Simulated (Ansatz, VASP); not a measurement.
# KI: VASP beside Ansatz

File INCAR:

```
SYSTEM = KI
PREC     = Accurate       ! precision mode
ENCUT    = 520            ! plane-wave cutoff, eV
EDIFF    = 1E-6           ! SCF threshold, eV
ISMEAR   = 0              ! smearing method
SIGMA    = 0.05           ! smearing width, eV
LREAL    = .FALSE.        ! projectors in reciprocal space
LASPH    = .TRUE.         ! aspherical terms in the spheres
NELM     = 60             ! most SCF steps
ALGO     = Normal         ! electronic algorithm
ISIF     = 2              ! what is computed and relaxed
LWAVE    = .FALSE.        ! write WAVECAR
LCHARG   = .TRUE.         ! write CHGCAR
GGA      = PE             ! functional
LELF     = .TRUE.         ! ELF
LVHAR    = .TRUE.       
NBANDS   = 15             ! bands
```

File KPOINTS:

```
Automatic mesh
0
G
  6 6 6
  0 0 0
```

File POSCAR:

```
KI
1.0
    0.0000000000      3.5245500000      3.6655320000
    3.5245500000      0.0000000000      3.6655320000
    3.5245500000      3.5245500000      0.0000000000
K I
1 1
Direct
    0.0000000000      0.0000000000      0.0000000000
    0.5000000000      0.5000000000      0.5000000000
```

Input for Ansatz:

```yaml
crystal:
  lattice:
    - [0.0, 3.52455, 3.665532]
    - [3.52455, 0.0, 3.665532]
    - [3.52455, 3.52455, 0.0]
  atoms:
    - { symbol: K, position: [0.0, 0.0, 0.0] }
    - { symbol: I, position: [0.5, 0.5, 0.5] }
basis:
  ecutwfc: 420
kpoints:
  mp_grid: { grid: [6, 6, 6] }
hamiltonian:
  xc: pbe
scf:
  occupations: { method: gaussian, width: 0.05 }
output:
  forces: true
  stress: true
  eigenvalues: true
```

Change from the starting cell: strain +0.000 along x and y, +0.040 along z, atoms carried along.

Alike in both runs: task single point; functional PBE; k mesh 6 × 6 × 6; occupations gaussian, width 0.05 eV; no spin polarisation.

```csv
,VASP,Ansatz
version,VASP 6.6.1,Ansatz 0.2.0
potentials or method,"VASP PAW PBE potentials, release 64 (K_sv, I)","scalar-relativistic, plane waves, PAW"
plane-wave cutoff (eV),520,420
valence electrons in the cell,16,26
```

Ansatz gave:

| Quantity | Value |
| --- | --- |
| gap on the k mesh at the Fermi level (eV) | 3.89 |
| least direct gap on the mesh (eV) | 3.89 |
| pressure (GPa) | 0.2 |
| largest component of the traceless stress (GPa) | 0.54 |

Q: Estimate VASP's values.

A: gap on the k mesh at the Fermi level (eV): 3.89; least direct gap on the mesh (eV): 3.89; pressure (GPa): 0.3; largest component of the traceless stress (GPa): 0.55.

With one functional, cell and mesh, what is left measures potentials, basis and numerics. The two sets of potentials don't hold the same shells in valence.

Caveats: spin-orbit coupling is left out, which moves the levels of the heavy elements.
